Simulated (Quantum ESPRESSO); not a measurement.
# Cu (Fm-3m) in Quantum ESPRESSO: reference runs

Reference runs on Cu: the cell as given and a disturbed copy.

Program: Quantum ESPRESSO 7.5. These are calculated values, not measurements. Logs are shortened: lines on timing, memory, paths and dates and some standing lists are left out, and cuts for length are marked.

## Step 1: Starting point

Symmetry: Fm-3m, No. 225, cubic system. Conventional cell: a = 3.615 Å, b = 3.615 Å, c = 3.615 Å, α = 90.00°, β = 90.00°, γ = 90.00°. Cu (site symmetry m-3m) has 12 Cu at 2.56 Å as nearest neighbours.

## Step 2: Single point, PBEsol

pw.in

```
&CONTROL
  calculation = 'scf'
  prefix = 'pwscf'
  outdir = './tmp'
  pseudo_dir = './pseudo'
  tprnfor = .true.
  tstress = .true.
  disk_io = 'low'
/
&SYSTEM
  ibrav = 0
  nat = 1
  ntyp = 1
  ecutwfc = 56
  ecutrho = 448
  nbnd = 16
  occupations = 'smearing'
  smearing = 'fd'
  degauss = 0.00367493
/
&ELECTRONS
  conv_thr = 2d-10
  electron_maxstep = 120
  mixing_beta = 0.5
/
ATOMIC_SPECIES
Cu    63.5460 cu_pbesol_v1.2.uspp.F.UPF
CELL_PARAMETERS angstrom
   0.0000000000    1.8075000000    1.8075000000
   1.8075000000    0.0000000000    1.8075000000
   1.8075000000    1.8075000000    0.0000000000
ATOMIC_POSITIONS crystal
Cu     0.0000000000    0.0000000000    0.0000000000
K_POINTS automatic
13 13 13 0 0 0
```

pp_density.in

```
&INPUTPP
  prefix = 'pwscf'
  outdir = './tmp'
  filplot = 'density.dat'
  plot_num = 0
/
&PLOT
  nfile = 1
  filepp(1) = 'density.dat'
  iflag = 3
  output_format = 6
  fileout = 'density.cube'
/
```

pp_potential.in

```
&INPUTPP
  prefix = 'pwscf'
  outdir = './tmp'
  filplot = 'potential.dat'
  plot_num = 11
/
&PLOT
  nfile = 1
  filepp(1) = 'potential.dat'
  iflag = 3
  output_format = 6
  fileout = 'potential.cube'
/
```

Potentials or basis: GBRV 1.5 PBEsol.

Command:

```
> OMP_NUM_THREADS=1 mpirun -n 2 pw.x -nk 2 -in pw.in > pw.out
> OMP_NUM_THREADS=1 mpirun -n 1 pp.x -in pp_density.in > pp_density.out
> OMP_NUM_THREADS=1 mpirun -n 1 pp.x -in pp_potential.in > pp_potential.out
```

pw.out:

```text
This program is part of the open-source Quantum ESPRESSO suite
     for quantum simulation of materials; please cite
[... 13 lines left out ...]
     --------------------
     sticks:   dense  smooth     PW     G-vecs:    dense   smooth      PW
     Sum         721     361    121                12675     4573     893

     Using Slab Decomposition

     bravais-lattice index     =            0
     lattice parameter (alat)  =       4.8305  a.u.
     unit-cell volume          =      79.7006 (a.u.)^3
     number of atoms/cell      =            1
     number of atomic types    =            1
     number of electrons       =        19.00
     number of Kohn-Sham states=           16
     kinetic-energy cutoff     =      56.0000  Ry
     charge density cutoff     =     448.0000  Ry
     scf convergence threshold =      2.0E-10
     mixing beta               =       0.5000
     number of iterations used =            8  plain     mixing
     Exchange-correlation= SLA  PW   PSX  PSC
                           (   1   4  10   8   0   0   0)

     celldm(1)=   4.830501  celldm(2)=   0.000000  celldm(3)=   0.000000
     celldm(4)=   0.000000  celldm(5)=   0.000000  celldm(6)=   0.000000

     crystal axes: (cart. coord. in units of alat)
               a(1) = (   0.000000   0.707107   0.707107 )
               a(2) = (   0.707107   0.000000   0.707107 )
               a(3) = (   0.707107   0.707107   0.000000 )

     reciprocal axes: (cart. coord. in units 2 pi/alat)
               b(1) = ( -0.707107  0.707107  0.707107 )
               b(2) = (  0.707107 -0.707107  0.707107 )
               b(3) = (  0.707107  0.707107 -0.707107 )

     PseudoPot. # 1 for Cu read from file:
     cu_pbesol_v1.2.uspp.F.UPF
     Pseudo is Ultrasoft + core correction, Zval = 19.0
     Generated by new atomic code, or converted to UPF format
     Using radial grid of  867 points,  6 beta functions with:
                l(1) =   0
                l(2) =   0
                l(3) =   1
                l(4) =   1
                l(5) =   2
                l(6) =   2
     Q(r) pseudized with  8 coefficients,  rinner =    1.150   1.150   1.150
                                                       1.150   1.150

     atomic species   valence    mass     pseudopotential
     Cu               19.00    63.54600     Cu( 1.00)

     48 Sym. Ops., with inversion, found

   Cartesian axes

     site n.     atom                  positions (alat units)
         1        Cu     tau(   1) = (   0.0000000   0.0000000   0.0000000  )

     number of k points=    84  Fermi-Dirac smearing, width (Ry)=  0.0037
                       cart. coord. in units 2pi/alat
        k(    1) = (   0.0000000   0.0000000   0.0000000), wk =   0.0009103
        k(    2) = (   0.0543928   0.0543928  -0.0543928), wk =   0.0072827
        k(    3) = (   0.1087857   0.1087857  -0.1087857), wk =   0.0072827
        k(    4) = (   0.1631785   0.1631785  -0.1631785), wk =   0.0072827
        k(    5) = (   0.2175713   0.2175713  -0.2175713), wk =   0.0072827
        k(    6) = (   0.2719641   0.2719641  -0.2719641), wk =   0.0072827
[... 76 lines left out ...]
        k(   83) = (   0.0000000  -0.4351426   0.6527140), wk =   0.0218480
        k(   84) = (  -0.0543928  -0.3807498   0.7071068), wk =   0.0218480

     Dense  grid:    12675 G-vectors     FFT dimensions: (  36,  36,  36)

     Smooth grid:     4573 G-vectors     FFT dimensions: (  24,  24,  24)

     Check: negative core charge=   -0.000002

     Initial potential from superposition of free atoms

     starting charge      18.0000, renormalised to      19.0000
     Starting wfcs are   13 randomized atomic wfcs +    3 random wfcs

     Self-consistent Calculation

     iteration #  1     ecut=    56.00 Ry     beta= 0.50
     Davidson diagonalization with overlap
     ethr =  1.00E-02,  avg # of iterations =  6.0

     total energy              =    -400.78541226 Ry
     estimated scf accuracy    <       5.43076306 Ry

     iteration #  2     ecut=    56.00 Ry     beta= 0.50
     Davidson diagonalization with overlap
     ethr =  1.00E-02,  avg # of iterations =  3.0

     total energy              =    -402.94648612 Ry
     estimated scf accuracy    <       5.85648097 Ry

     iteration #  3     ecut=    56.00 Ry     beta= 0.50
     Davidson diagonalization with overlap
     ethr =  1.00E-02,  avg # of iterations =  2.0
[... 78 lines left out ...]
     total energy              =    -403.51268521 Ry
     estimated scf accuracy    <       0.00000050 Ry

     iteration # 15     ecut=    56.00 Ry     beta= 0.50
     Davidson diagonalization with overlap
     ethr =  2.62E-09,  avg # of iterations =  1.0

     total energy              =    -403.51268528 Ry
     estimated scf accuracy    <          9.0E-10 Ry

     iteration # 16     ecut=    56.00 Ry     beta= 0.50
     Davidson diagonalization with overlap
     ethr =  4.72E-12,  avg # of iterations =  3.8

     End of self-consistent calculation

          k = 0.0000 0.0000 0.0000 (   537 PWs)   bands (ev):

   -96.3397 -53.8199 -53.8199 -53.8199   6.4292  12.8880  12.8880  12.8880
    13.7243  13.7243  38.4463  41.0406  41.0406  41.0406  43.5619  43.5619

          k = 0.0544 0.0544-0.0544 (   549 PWs)   bands (ev):

   -96.3389 -53.8261 -53.8208 -53.8208   6.6449  12.8417  12.9284  12.9284
    13.7087  13.7087  37.0104  39.3550  40.4345  40.4345  44.4678  44.4678

          k = 0.1088 0.1088-0.1088 (   552 PWs)   bands (ev):

   -96.3366 -53.8435 -53.8234 -53.8234   7.2774  12.7283  13.0159  13.0159
    13.6941  13.6941  33.1601  38.9352  39.5221  39.5221  45.4128  45.8963

          k = 0.1632 0.1632-0.1632 (   564 PWs)   bands (ev):

   -96.3335 -53.8680 -53.8271 -53.8271   8.2694  12.6274  13.0527  13.0527
    13.7694  13.7694  29.2403  38.4736  38.7838  38.7838  44.7756  45.4279
[... 388 lines left out ...]
   -96.3210 -53.9100 -53.8745 -53.8611  11.4640  11.8140  13.1484  13.9299
    14.4220  18.9851  24.1671  25.0185  26.1611  38.9038  41.3331  49.6593

          k = 0.0000-0.4351 0.6527 (   562 PWs)   bands (ev):

   -96.3209 -53.9030 -53.8836 -53.8604  11.6505  11.9840  12.8258  13.7741
    14.4203  20.6026  22.6865  23.8195  26.4542  40.0583  44.2046  47.6464

          k =-0.0544-0.3807 0.7071 (   556 PWs)   bands (ev):

   -96.3210 -53.8972 -53.8883 -53.8608  11.7533  12.2320  12.4727  13.6937
    14.4214  20.7277  22.6865  24.6767  25.1183  43.0232  43.9047  46.0774

     the Fermi energy is    16.0549 ev

!    total energy              =    -403.51268528 Ry
     estimated scf accuracy    <          5.7E-11 Ry
     smearing contrib. (-TS)   =      -0.00019909 Ry
     internal energy E=F+TS    =    -403.51248619 Ry

     The total energy is F=E-TS. E is the sum of the following terms:
     one-electron contribution =    -268.18335805 Ry
     hartree contribution      =     145.34645534 Ry
     xc contribution           =     -38.39070562 Ry
     ewald contribution        =    -242.28487785 Ry

     convergence has been achieved in  16 iterations

     Forces acting on atoms (cartesian axes, Ry/au):

     atom    1 type  1   force =     0.00000000    0.00000000    0.00000000

     Total force =     0.000000     Total SCF correction =     0.000000

     Computing stress (Cartesian axis) and pressure

          total   stress  (Ry/bohr**3)                   (kbar)     P=      -65.80
  -0.00044729   0.00000000   0.00000000          -65.80        0.00        0.00
   0.00000000  -0.00044729   0.00000000            0.00      -65.80        0.00
   0.00000000   0.00000000  -0.00044729            0.00        0.00      -65.80

=------------------------------------------------------------------------------=
   JOB DONE.
=------------------------------------------------------------------------------=
```

pp_potential.out:

```text
This program is part of the open-source Quantum ESPRESSO suite
     for quantum simulation of materials; please cite
         "P. Giannozzi et al., J. Phys.:Condens. Matter 21 395502 (2009);
         "P. Giannozzi et al., J. Phys.:Condens. Matter 29 465901 (2017);
         "P. Giannozzi et al., J. Chem. Phys. 152 154105 (2020);
     in publications or presentations arising from this work. More details at

     IMPORTANT: XC functional enforced from input :
     Exchange-correlation= PBESOL
                           (   1   4  10   8   0   0   0)
     Any further DFT definition will be discarded
     Please, verify this is what you really want

     G-vector sticks info
     --------------------
     sticks:   dense  smooth     PW     G-vecs:    dense   smooth      PW
     Sum         721     361    121                12675     4573     893

     Using Slab Decomposition

     Check: negative core charge=   -0.000002

     Calling punch_plot, plot_num =  11
     Writing data to file  potential.dat
     Reading data from file  potential.dat

     Writing data to be plotted to file potential.cube
     Plot Type: 3D                     Output format: Gaussian cube

=------------------------------------------------------------------------------=
   JOB DONE.
=------------------------------------------------------------------------------=
```

Run time: 10 s. Hardware: 2 MPI ranks of Arm Neoverse V2, shared host; peak memory 0.14 GiB.

What came out:

- Free energy: -5490.0698 eV
- Pressure: -6.6 GPa
- Band gap on the k mesh: none (metal or under the smearing width)

## Step 3: Single point, PBEsol (cell strained at random at fixed volume)

Changes to pw.in since step 2:

```diff
@@ -7,3 +7,3 @@
   tstress = .true.
-  disk_io = 'low'
+  disk_io = 'nowf'
 /
@@ -28,7 +28,7 @@
 CELL_PARAMETERS angstrom
-   0.0000000000    1.8075000000    1.8075000000
-   1.8075000000    0.0000000000    1.8075000000
-   1.8075000000    1.8075000000    0.0000000000
+  -0.0085780000    1.7957520000    1.8016880000
+   1.8229500000   -0.0240520000    1.8171630000
+   1.7953260000    1.7836020000    0.0035720000
 ATOMIC_POSITIONS crystal
-Cu     0.0000000000    0.0000000000    0.0000000000
+Cu     0.0014560000   -0.0242930000    0.0293210000
 K_POINTS automatic
```

Potentials or basis: GBRV 1.5 PBEsol.

Command:

```
> OMP_NUM_THREADS=1 mpirun -n 2 pw.x -nk 2 -in pw.in > pw.out
```

pw.out:

```text
This program is part of the open-source Quantum ESPRESSO suite
     for quantum simulation of materials; please cite
[... 10 lines left out ...]
     --------------------
     sticks:   dense  smooth     PW     G-vecs:    dense   smooth      PW
     Sum         733     363    121                12767     4541     941

     Using Slab Decomposition

     bravais-lattice index     =            0
     lattice parameter (alat)  =       4.8071  a.u.
     unit-cell volume          =      79.7006 (a.u.)^3
     number of atoms/cell      =            1
     number of atomic types    =            1
     number of electrons       =        19.00
     number of Kohn-Sham states=           16
     kinetic-energy cutoff     =      56.0000  Ry
     charge density cutoff     =     448.0000  Ry
     scf convergence threshold =      2.0E-10
     mixing beta               =       0.5000
     number of iterations used =            8  plain     mixing
[... 56 lines left out ...]

     iteration #  1     ecut=    56.00 Ry     beta= 0.50
     Davidson diagonalization with overlap
     ethr =  1.00E-02,  avg # of iterations =  6.0

     total energy              =    -400.78186068 Ry
     estimated scf accuracy    <       5.43607018 Ry
[... 85 lines left out ...]
     iteration # 14     ecut=    56.00 Ry     beta= 0.50
     Davidson diagonalization with overlap
     ethr =  4.22E-12,  avg # of iterations =  2.4

     End of self-consistent calculation

     Number of k-points >= 100: set verbosity='high' to print the bands.

     the Fermi energy is    16.0340 ev

!    total energy              =    -403.51257015 Ry
     estimated scf accuracy    <          1.6E-10 Ry
     smearing contrib. (-TS)   =      -0.00018821 Ry
     internal energy E=F+TS    =    -403.51238194 Ry

     The total energy is F=E-TS. E is the sum of the following terms:
     one-electron contribution =    -268.21127265 Ry
     hartree contribution      =     145.36053030 Ry
     xc contribution           =     -38.39092572 Ry
     ewald contribution        =    -242.27071387 Ry

     convergence has been achieved in  14 iterations

     Forces acting on atoms (cartesian axes, Ry/au):

     atom    1 type  1   force =     0.00000000    0.00000000    0.00000000

     Total force =     0.000000     Total SCF correction =     0.000001

     Computing stress (Cartesian axis) and pressure

          total   stress  (Ry/bohr**3)                   (kbar)     P=      -64.74
  -0.00044512   0.00010383  -0.00005153          -65.48       15.27       -7.58
   0.00010383  -0.00042364   0.00003629           15.27      -62.32        5.34
  -0.00005153   0.00003629  -0.00045142           -7.58        5.34      -66.41

=------------------------------------------------------------------------------=
   JOB DONE.
=------------------------------------------------------------------------------=
```

Run time: 79 s. Hardware: 2 MPI ranks of Arm Neoverse V2, shared host; peak memory 0.28 GiB.

What came out:

```
Free energy            : -5490.0682 eV
Pressure               : -6.5 GPa
Band gap on the k mesh : none (metal or under the smearing width)
```
